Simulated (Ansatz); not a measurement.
System: rutile GeO2. Method: LDA+SOC (Ansatz, a first-principles code, PAW).

Run with plane-wave cutoff 520 eV, 8×8×12 k mesh (along the axes of the cell as run), Fermi–Dirac smearing 0.01 eV, PAW data made under PBE.

Cell (measured lattice):

```
GeO2
1.0
    4.39700     0.00000     0.00000
    0.00000     4.39700     0.00000
    0.00000     0.00000     2.86300
Ge O
2 4
Direct
  0.00000   0.00000   0.00000
  0.50000   0.50000   0.50000
  0.30562   0.30562   0.00000
  0.80562   0.19438   0.50000
  0.19438   0.80562   0.50000
  0.69438   0.69438   0.00000
```

**Question.** Predict the band gap.

**Answer.** 
- band gap: 1.81 eV (direct)

Measured, for comparison: band gap 4.68 eV (temperature not stated, no zero-point or thermal correction, direct (forbidden), UV absorption; as tabulated in Mengle et al. (2019), arXiv:1905.10301). Computed (rounded) less measured: band gap -2.87 eV.

Note: cell and atoms aren't relaxed at this level (largest force component 0.06 eV/Å, pressure -1.9 GPa).
